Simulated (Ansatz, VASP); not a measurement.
**PbSe: VASP beside Ansatz**

INCAR

```
SYSTEM = PbSe
  ALGO = Normal
  EDIFF = 1E-6
  ENCUT = 520
  GGA = RP
  ISIF = 2
  ISMEAR = 0
  LASPH = .TRUE.
  LCHARG = .FALSE.
  LREAL = .FALSE.
  LWAVE = .FALSE.
  NBANDS = 17
  NELM = 60
  PREC = Accurate
  SIGMA = 0.001
```

Contents of KPOINTS:

```
k-points
0
G
  5 5 5
  0 0 0
```

File POSCAR:

```
PbSe
1.0
    0.0000000000      3.0768640000      3.0768640000
    3.0768640000      0.0000000000      3.0768640000
    3.0768640000      3.0768640000      0.0000000000
Pb Se
1 1
Direct
    0.0000000000      0.0000000000      0.0000000000
    0.5000000000      0.5000000000      0.5000000000
```

Input for Ansatz:

```yaml
crystal:
  lattice:
    - [0.0, 3.076864, 3.076864]
    - [3.076864, 0.0, 3.076864]
    - [3.076864, 3.076864, 0.0]
  atoms:
    - { symbol: Pb, position: [0.0, 0.0, 0.0] }
    - { symbol: Se, position: [0.5, 0.5, 0.5] }
  symmetry: { tolerance: 0.0003 }
kpoints:
  mp_grid: { grid: [5, 5, 5], shift: [0, 0, 0] }
magnetization:
  spin_polarized: false
scf:
  occupations: { method: gaussian, width: 0.001 }
  convergence: { dr2_threshold: 1.0e-08 }
hamiltonian:
  pseudopotentials: { kind: paw }
  xc: rpbe
basis:
  ecutwfc: 420
output:
  forces: true
  stress: true
  eigenvalues: true
```

Alike in both runs: task single point; functional RPBE; k mesh 5 × 5 × 5; occupations gaussian, width 0.001 eV; no spin polarisation.

|  | VASP | Ansatz |
| --- | --- | --- |
| version | VASP 6.6.1 | Ansatz 0.2.0 |
| potentials or method | VASP PAW PBE potentials, release 64 (Pb_d, Se) | PAW plane waves |
| plane-wave cutoff (eV) | 520 | 420 |
| valence electrons in the cell | 20 | 30 |

```tsv
	VASP	Ansatz	Ansatz less VASP
gap on the k mesh at the Fermi level (eV)	1.24	1.24	-0.001
pressure (GPa)	3.2	3.2	+0.03
```

The two sets of potentials don't hold the same shells in valence. Ansatz warned: «stress_scf_threshold_loose».

Caveats: the PAW data sets were made with another functional, which shifts forces and pressure a little (VASP). The runs have no spin-orbit coupling, so splittings on Pb are missing.
